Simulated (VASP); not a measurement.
Consider the following.

```
CELL_PARAMETERS angstrom
      0.00000     2.48793     2.48793
      2.48793     0.00000     2.48793
      2.48793     2.48793     0.00000
ATOMIC_POSITIONS crystal
  In 0.00000 0.00000 0.00000
  N  0.25000 0.25000 0.25000
```

Calculation: revPBE GGA, VASP's PBE PAW potentials (set 64) (plane waves; VASP). Run with 400 eV cut-off, 15×15×15 Γ-centred mesh shifted by (0.5, 0.5, 0.5), Fermi-Dirac smearing of 0.14 eV, potentials In_d N.

At this cut-off the stress carries a Pulay error, which pulls relaxed volumes low.

Give the stress tensor in GPa (positive for a compressed cell).

```
6.15  0.00  0.00
0.00  6.15  0.00
0.00  0.00  6.15
```
The pressure is its mean diagonal, 6.15 GPa.

The structure comes from a computed database's InN entry; how it stands against other phases isn't given here. The cell was not relaxed at this level.
